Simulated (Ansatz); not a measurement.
## FeNi₃: do energies and stresses tell the same story?

Theory: DFT PBE, scalar-relativistic, plane waves, PAW in Ansatz 0.2.0.

Settings: cutoff 420 eV, Γ-centred mesh 12×12×12 on the computed 4-atom cell, Gaussian smearing of 0.10 eV; collinear spin from starting moments 3.2 0.75 0.75 0.75 μB.

Relaxed cell: Pm-3m, a = 3.544 Å, b = 3.544 Å, c = 3.544 Å, α = 90.00°, β = 90.00°, γ = 90.00°, 4 atoms in the primitive cell. Whether it is the stable form of this composition wasn't checked.

Energies at zero smearing and pressures from the stress tensor, at volumes with shape and atoms relaxed:
```csv
V (Å³/atom),E − E(first) (meV/atom),P (GPa)
9.790,0.00,34.26
10.124,-59.65,23.34
10.458,-98.43,14.17
10.791,-119.64,6.46
11.125,-126.08,0.00
11.459,-120.14,-5.40
11.793,-103.90,-9.89
12.238,-69.25,-14.72
```

Problem. Check P = −dE/dV between neighbouring volumes, and get the bulk modulus from the pressures alone.

Solution. With 1 eV/Å³ = 160.2 GPa:
```csv
middle V (Å³/atom),−ΔE/ΔV (GPa),mean P (GPa)
9.957,28.634,28.801
10.291,18.617,18.758
10.625,10.184,10.317
10.958,3.089,3.232
11.292,-2.851,-2.699
11.626,-7.797,-7.645
12.015,-12.473,-12.308
```

The two differ by 0.17 GPa at most. The mean of two end pressures misses the average over a step by about ΔV² P″/12, up to 0.15 GPa here; with that taken off 0.08 GPa remains. The stress is the derivative of the free energy, not of the energy at zero smearing, and with free energies 0.01 GPa remains. The largest site moment goes from 2.75 to 3.04 μB along the series, which bends P(V). Around V = 11.125 Å³/atom, the two neighbours give B = −V ΔP/ΔV = 11.125 × 11.86 / 0.668 = 197.7 GPa, against B0 = 196.7 GPa from the Birch–Murnaghan fit of the energies.

Only parallel moments were tried here.

Only this magnetic start was tried.